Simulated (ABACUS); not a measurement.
# GaN in ABACUS: the effect of functional

The system is GaN.

```
Ga N
1.0
     0.00000    2.26842    2.26842
     2.26842    0.00000    2.26842
     2.26842    2.26842    0.00000
Ga N
1 1
Cartesian
  0.0000 0.0000 0.0000
  1.1342 1.1342 1.1342
```

The cell is a database's computed one.

The cell isn't the ideal one: volume scaled by 1.02.

Alike in all runs:

```yaml
Program: ABACUS 3.10.1
Task: equation of state
Potentials_or_basis: SG15 ONCV 1.2 PBE
Cutoff: 1143 eV
Density_cutoff: 4572 eV
Basis: plane waves
k_mesh: 7 × 7 × 7
Occupations: fermi-dirac, width 0.05 eV
Spin: no spin polarisation
```

```csv
functional,gap on the mesh (eV),pressure (GPa)
LDA,1.41,-7.8
PBEsol,1.53,-3.3
WC,1.52,-3.1
RPBE,1.77,5.5
SCAN,1.65,-5.8
TPSS,?,?
```

Task: What does the run with functional TPSS give?

Result: gap on the mesh 1.62 eV; pressure 0.5 GPa.

Caveats: the potentials were made for another functional, which shifts forces and pressure.

Runs at the PBE level aren't shown here.
